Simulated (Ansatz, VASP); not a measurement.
Two plane-wave programs on Sn

```
CELL_PARAMETERS angstrom
-1.86905 1.86905 1.86905
1.86905 -1.86905 1.86905
1.86905 1.86905 -1.86905
ATOMIC_POSITIONS crystal
Sn 0.00000 0.00000 0.00000
```

Change from the starting cell: volume scaled by 0.96.

Alike in both runs: task single point; functional PBE; k mesh 10 × 10 × 10; occupations fermi-dirac, width 0.05 eV; no spin polarisation.

```csv
,VASP,Ansatz
version,VASP 6.6.1,Ansatz 0.2.0
potentials or method,"VASP PAW PBE potentials, release 64 (Sn_d)",Ansatz PAW
plane-wave cutoff (eV),520,420
valence electrons in the cell,14,14
```

```tsv
	VASP	Ansatz	Ansatz less VASP
gap on the k mesh at the Fermi level (eV)	none	none	-
pressure (GPa)	2.7	2.7	+0.05
```

A gap of «none» marks a metal or a gap that the smearing closes.
